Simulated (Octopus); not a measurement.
## V in Octopus: the effect of Hubbard term

Crystal: V.

```
V
1.0
    -1.51435    1.51435    1.51435
     1.51435   -1.51435    1.51435
     1.51435    1.51435   -1.51435
V
1
Direct
  0.00000 0.00000 0.00000
```

Alike in all runs:

* Program: Octopus 16.4
* Task: single point
* Functional: LDA
* Potentials or basis: pseudodojo_lda (PseudoDojo 0.4, LDA)
* Grid spacing: 0.138 Å
* k mesh: 10 × 10 × 10
* Occupations: fermi-dirac, width 0.05 eV
* Spin: collinear spin, ferromagnetic start
* Starting moments: [4.0] μB
* Eigensolver: chebyshev_filter
* k-point symmetries used: yes
* ConvRelDens: 1e-06
* ExtraStates: 9
* DerivativesOrder: 8

Task: One run gave: moment 0.73 μB. Which Hubbard term did it use?
A. none
B. V d U = 8 eV
C. V d U = 4 eV
D. V d U = 2 eV
E. V d U = 6 eV

Result: C.

```csv
Hubbard term,moment (μB)
none,0.00
V d U = 2 eV,0.00
V d U = 4 eV,0.73
V d U = 6 eV,1.72
V d U = 8 eV,2.67
```

Caveats: U acts on the potentials' truncated atomic orbitals, so values differ from other programs' at the same U, and they weren't checked against one (some runs); the U is typed as a test and isn't derived for this compound (some runs); the moment fell far below its start of 4 μB, so a state of higher moment may lie lower in energy (some runs).

Runs at the PBE level aren't shown here.
